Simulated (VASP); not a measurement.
# Y (P6_3/mmc) in VASP: elastic constants with LDA

Aim: the elastic constants of Y with LDA.

Everything below comes from runs of VASP 6.6.1. Logs are shortened: lines on timing, memory, paths and dates and some standing lists are left out, and cuts for length are marked.

## (1) The crystal as given

The structure is hexagonal, space group P6_3/mmc (No. 194). The conventional cell has a = 3.643 Å, b = 3.643 Å, c = 5.879 Å, α = 90.00°, β = 90.00°, γ = 120.00°. Around Y (site symmetry -6m2) lie 12 Y at 3.61 to 3.64 Å.

## (2) Elastic constants, LDA

The input, POSCAR:

```
Y
1.0
    3.6425693900      0.0000000000      0.0000000000
   -1.8212847000      3.1545576300      0.0000000000
    0.0000000000      0.0000000000      5.8791583500
Y
2
Direct
    0.3333333300      0.6666666700      0.2500000000
    0.6666666700      0.3333333300      0.7500000000
```

The input, INCAR.step1:

```
SYSTEM = Y
PREC = Accurate
ENCUT = 600
EDIFF = 1E-8
ISMEAR = 0
SIGMA = 0.1
LREAL = .FALSE.
LASPH = .TRUE.
NELM = 80
ALGO = Normal
ISIF = 3
LWAVE = .FALSE.
LCHARG = .FALSE.
IBRION = 2
NSW = 40
EDIFFG = -0.002
```

The input, INCAR.step2:

```
SYSTEM = Y
PREC = Accurate
ENCUT = 600
EDIFF = 1E-8
ISMEAR = 0
SIGMA = 0.1
LREAL = .FALSE.
LASPH = .TRUE.
NELM = 80
ALGO = Normal
ISIF = 3
LWAVE = .FALSE.
LCHARG = .FALSE.
IBRION = 6
NFREE = 2
POTIM = 0.015
NSW = 1
```

The input, KPOINTS:

```
regular mesh
0
G
  15 15 8
  0 0 0
```

Potentials or basis: VASP PAW LDA potentials, release 64 (Y_sv).

Started as:

```
$ cat potpaw_LDA.64/Y_sv/POTCAR > POTCAR
$ cp INCAR.step1 INCAR
$ mpirun -np 1 vasp_std > vasp.out
$ cp CONTCAR POSCAR
$ cp INCAR.step2 INCAR
$ mpirun -np 1 vasp_std > vasp.out
```

OUTCAR:

```text
SYSTEM = Y
   PREC = Accurate
   ENCUT = 600
   EDIFF = 1E-8
   ISMEAR = 0
   LREAL = .FALSE.
   LASPH = .TRUE.
   NELM = 80
   ISIF = 3
   IBRION = 6
   NFREE = 2
   POTIM = 0.015
   NSW = 1

 ion  position               nearest neighbor table
   1  0.333  0.667  0.250-   2 3.43   2 3.43   2 3.43   2 3.43   2 3.43   2 3.43
   2  0.667  0.333  0.750-   1 3.43   1 3.43   1 3.43   1 3.43   1 3.43   1 3.43

  LATTYP: Found a hexagonal cell.
 ALAT       =     3.5385959083
 C/A-ratio  =     1.5550038391

  Lattice vectors:

 A1 = (   3.5385959083,   0.0000000002,   0.0000000000)
 A2 = (  -1.7692979588,   3.0645139531,   0.0000000000)
 A3 = (   0.0000000000,   0.0000000000,   5.5025302222)

Analysis of symmetry for initial positions (statically):
=====================================================================
 Subroutine PRICEL returns:
 Original cell was already a primitive cell.

 Routine SETGRP: Setting up the symmetry group for a
 hexagonal supercell.

 Subroutine GETGRP returns: Found 24 space group operations
 (whereof 12 operations were pure point group operations)
 out of a pool of 24 trial point group operations.

The static configuration has the point symmetry D_3d.
 The point group associated with its full space group is D_6h.

Analysis of symmetry for dynamics (positions and initial velocities):
=====================================================================
 Subroutine PRICEL returns:
 Original cell was already a primitive cell.

 Routine SETGRP: Setting up the symmetry group for a
 hexagonal supercell.

 Subroutine GETGRP returns: Found 24 space group operations
 (whereof 12 operations were pure point group operations)
 out of a pool of 24 trial point group operations.

The dynamic configuration has the point symmetry D_3d.
 The point group associated with its full space group is D_6h.

 Subroutine INISYM returns: Found 24 space group operations
 (whereof 12 operations are pure point group operations),
 and found     1 'primitive' translations

----------------------------------------------------------------------------------------

                                     Primitive cell

  volume of cell :      59.6699

  direct lattice vectors                    reciprocal lattice vectors
     3.538595908  0.000000000  0.000000000     0.282597964  0.163158011  0.000000000
    -1.769297959  3.064513953  0.000000000    -0.000000000  0.326316021  0.000000000
     0.000000000  0.000000000  5.502530222     0.000000000  0.000000000  0.181734577

  length of vectors
     3.538595908  3.538595913  5.502530222     0.326316022  0.326316021  0.181734577

  position of ions in fractional coordinates (direct lattice)
     0.333333330  0.666666670  0.250000000
     0.666666670  0.333333330  0.750000000

  ion indices of the primitive-cell ions
   primitive index   ion index
                 1           1
                 2           2

----------------------------------------------------------------------------------------

 KPOINTS: regular mesh

Automatic generation of k-mesh.
 Grid dimensions read from file:
 generate k-points for:   15   15    8

 Generating k-lattice:

  Cartesian coordinates                     Fractional coordinates (reciprocal lattice)
     0.018839864  0.010877201  0.000000000     0.066666667  0.000000000  0.000000000
    -0.000000000  0.021754401  0.000000000     0.000000000  0.066666667  0.000000000
     0.000000000  0.000000000  0.022716822     0.000000000  0.000000000  0.125000000

  Length of vectors
     0.021754401  0.021754401  0.022716822

  Shift w.r.t. Gamma in fractional coordinates (k-lattice)
     0.000000000  0.000000000  0.000000000

 Subroutine IBZKPT returns following result:
 ===========================================

[... 197 lines left out ...]
  FREE ENERGIE OF THE ION-ELECTRON SYSTEM (eV)
  ---------------------------------------------------
  free  energy   TOTEN  =       -13.8994249277 eV

  energy  without entropy=      -13.8817952166  energy(sigma->0) =      -13.89061007

 E-fermi :   3.2445     XC(G=0):  -9.9627

 val. band max:        3.2384107394   @ k =   0.3333   0.2667   0.5000
 cond. band min:       3.2462482403   @ k =   0.2667   0.1333   0.1250
 fundamental gap:      0.0078375009
 Fermi energy:         3.2444681070

 k-point     1 :       0.0000    0.0000    0.0000
  band No.  band energies     occupation
      1     -39.0296      2.00000
      2     -38.9251      2.00000
      3     -19.5395      2.00000
      4     -18.9077      2.00000
      5     -18.9077      2.00000
      6     -18.7943      2.00000
      7     -18.7943      2.00000
      8     -18.7555      2.00000
      9      -1.5617      2.00000
     10       1.2222      2.00000
     11       4.4315      0.00000
     12       5.0063      0.00000
     13       5.0063      0.00000
     14       5.2832      0.00000
[... 403 lines left out ...]
      4     -19.2388      2.00000
      5     -19.1561      2.00000
      6     -19.1530      2.00000
      7     -18.9959      2.00000
      8     -18.9873      2.00000
      9       2.0872      2.00000
     10       2.3447      2.00000
     11       2.4561      2.00000
     12       3.0262      1.99798
     13       4.3873      0.00000
     14       4.5537      0.00000
     15       5.5323      0.00000

 [... further k-points ...]

[... ionic steps 4 to 14 ...]

--------------------------------------- Ionic step       15  -------------------------------------------

 number of electron      22.0000000 magnetization

------------------------ aborting loop because EDIFF is reached ----------------------------------------
[... 67 lines left out ...]
--------------------------------------- Ionic step       17  -------------------------------------------

 number of electron      22.0000000 magnetization

 Free energy of the ion-electron system (eV)
  ---------------------------------------------------
  ext. energy  EPLUGINS =         0.00000000
  ---------------------------------------------------
  free energy    TOTEN  =       -13.90249219 eV

  energy without entropy =      -13.88527063  energy(sigma->0) =      -13.89388141

 E-fermi :   3.3141     XC(G=0): -10.0223

 val. band max:        3.3135644934   @ k =   0.2000   0.1333   0.0000
 cond. band min:       3.3163435631   @ k =   0.4000   0.0667   0.2500
 fundamental gap:      0.0027790697
 Fermi energy:         3.3140677620

 k-point     1 :       0.0000    0.0000    0.0000
  band No.  band energies     occupation
      1     -38.9247      2.00000
      2     -38.8070      2.00000
      3     -19.4690      2.00000
      4     -18.8057      2.00000
      5     -18.8057      2.00000
      6     -18.6779      2.00000
      7     -18.6779      2.00000
      8     -18.6236      2.00000
      9      -1.5033      2.00000
     10       1.2916      2.00000
     11       4.6657      0.00000
     12       5.0667      0.00000
     13       5.0667      0.00000
     14       5.4925      0.00000
[... 444 lines left out ...]
  FREE ENERGIE OF THE ION-ELECTRON SYSTEM (eV)
  ---------------------------------------------------
  free  energy   TOTEN  =       -13.9024921856 eV

  energy  without entropy=      -13.8852706326  energy(sigma->0) =      -13.89388141

 INTERNAL STRAIN TENSORS FROM STRAINED CELLS
 ============================================

 INTERNAL STRAIN TENSOR FOR ION    1 for displacements in x,y,z  (eV/Angst):
          X           Y           Z          XY          YZ          ZX
  --------------------------------------------------------------------------------
  x     0.00000    -0.00000     0.00000    -1.52256    -0.00000     0.00000
  y    -1.52104     1.52286    -0.00000     0.00002     0.00030    -0.00082
  z     0.00000     0.00000     0.00000     0.00000    -0.00192     0.00000

 INTERNAL STRAIN TENSORS FROM DISPLACED ATOMS
 ============================================

 INTERNAL STRAIN TENSOR FOR ION    1 for displacements in x,y,z  (eV/Angst):
          X           Y           Z          XY          YZ          ZX
  --------------------------------------------------------------------------------
  x     0.00000    -0.00000    -0.00000    -1.52454     0.00000     0.00000
  y    -1.52454     1.52454     0.00000    -0.00000     0.00000     0.00000
  z     0.00000    -0.00000    -0.00000     0.00000    -0.00000     0.00000

 INTERNAL STRAIN TENSOR FOR ION    2 for displacements in x,y,z  (eV/Angst):
          X           Y           Z          XY          YZ          ZX
  --------------------------------------------------------------------------------
  x    -0.00000     0.00000     0.00000     1.52454     0.00000     0.00000
  y     1.52454    -1.52454    -0.00000     0.00000     0.00000     0.00000
  z    -0.00000     0.00000     0.00000    -0.00000     0.00000    -0.00000

 Eigenvectors and eigenvalues of the dynamical matrix
 ----------------------------------------------------

   1 f  =    4.601722 THz    28.913472 2PiTHz  153.496923 cm-1    19.031184 meV
             X         Y         Z           dx          dy          dz
     -0.000000  2.043009  1.375633     0.000000   -0.000000   -0.707107
      1.769298  1.021505  4.126898    -0.000000    0.000000    0.707107
[... 16 lines left out ...]
   5 f  =    0.000000 THz     0.000000 2PiTHz    0.000000 cm-1     0.000000 meV
             X         Y         Z           dx          dy          dz
     -0.000000  2.043009  1.375633     0.242201   -0.634073   -0.198216
      1.769298  1.021505  4.126898     0.242201   -0.634073   -0.198216

   6 f/i=    0.000000 THz     0.000000 2PiTHz    0.000001 cm-1     0.000000 meV
             X         Y         Z           dx          dy          dz
     -0.000000  2.043009  1.375633    -0.663412   -0.241953   -0.036643
      1.769298  1.021505  4.126898    -0.663412   -0.241953   -0.036643

--------------------------------------------------------------------------------------------------------

 ELASTIC MODULI CONTR FROM IONIC RELAXATION (kBar)
 Direction    XX          YY          ZZ          XY          YZ          ZX
 --------------------------------------------------------------------------------
 XX         -46.2981     46.2981      0.0000      0.0000      0.0000     -0.0000
 YY          46.2981    -46.2981     -0.0000      0.0000     -0.0000      0.0000
 ZZ           0.0000     -0.0000     -0.0000     -0.0000     -0.0000      0.0000
 XY           0.0000      0.0000     -0.0000    -46.2981      0.0000     -0.0000
 YZ           0.0000     -0.0000     -0.0000      0.0000     -0.0000      0.0000
 ZX          -0.0000      0.0000      0.0000     -0.0000      0.0000     -0.0000
 --------------------------------------------------------------------------------

 TOTAL ELASTIC MODULI (kBar)
 Direction    XX          YY          ZZ          XY          YZ          ZX
 --------------------------------------------------------------------------------
 XX         778.0447    253.6118    271.2437     -0.0000      0.0000      0.0000
 YY         253.6118    778.0447    271.2437     -0.0000      0.0000     -0.0000
 ZZ         271.2437    271.2437    880.1064     -0.0000      0.0000      0.0000
 XY          -0.0000     -0.0000     -0.0000    262.2165     -0.0000      0.0000
 YZ           0.0000     -0.0000      0.0000     -0.0000    261.6133     -0.0000
 ZX           0.0000      0.0000      0.0000      0.0000     -0.0000    261.6133
 --------------------------------------------------------------------------------
```

It took 36 min on 1 thread of Intel Xeon 6975P-C (Granite Rapids), shared host; peak memory 0.96 GiB.

Results:

```yaml
Relaxed_volume: 29.83 Å³/atom
Relaxed_cell: a = 3.539 Å, b = 3.539 Å, c = 5.503 Å, α = 90.00°, β = 90.00°, γ = 120.00°
Space_group_after_relaxing_to_0.05_Å: P6_3/mmc (No. 194)
Voigt_bulk_modulus: 45 GPa
Highest_phonon_frequency_at_Γ: 153 cm⁻¹
```

Step by step:
```
step  energy change (eV)  largest force (eV/Å)  pressure (GPa)  volume (Å³)
   1              0.0000                0.0000           -4.65        67.56
   2             -0.1309                0.0000            0.95        58.40
   3             -0.1337                0.0000            0.12        59.45
   4             -0.1337                0.0000            0.00        59.60
   5             -0.1354                0.0000           -0.04        59.68
   6             -0.1361                0.0000           -0.08        59.78
   7             -0.1361                0.0000           -0.07        59.77
   8             -0.1361                0.0000           -0.08        59.77
   9             -0.1361                0.0000            0.04        59.61
  10             -0.1361                0.0000            0.00        59.67
  11             -0.1361                0.0000            0.00        59.67
```

Final structure:
```cif
data_structure
_symmetry_space_group_name_H-M 'P 1'
_symmetry_Int_Tables_number 1
_cell_length_a 3.5386
_cell_length_b 3.5386
_cell_length_c 5.5025
_cell_angle_alpha 90.000
_cell_angle_beta 90.000
_cell_angle_gamma 120.000
_cell_volume 59.67
loop_
_atom_site_label
_atom_site_type_symbol
_atom_site_fract_x
_atom_site_fract_y
_atom_site_fract_z
_atom_site_occupancy
Y1 Y 0.33333 0.66667 0.25000 1
Y2 Y 0.66667 0.33333 0.75000 1
```

Phonon frequencies in cm⁻¹ (negative: imaginary):
```
              q point      frequencies
(0.000, 0.000, 0.000)  0 0 0 91 91 153
```

Elastic tensor in Voigt notation (GPa, in the Cartesian axes of the cell as first typed):
```
78 25 27  0  0  0
25 78 27  0  0  0
27 27 88  0  0  0
 0  0  0 26  0  0
 0  0  0  0 26  0
 0  0  0  0  0 26
```

Clamped-ion elastic tensor (GPa):
```
82 21 27  0  0  0
21 82 27  0  0  0
27 27 88  0  0  0
 0  0  0 26  0  0
 0  0  0  0 26  0
 0  0  0  0  0 31
```
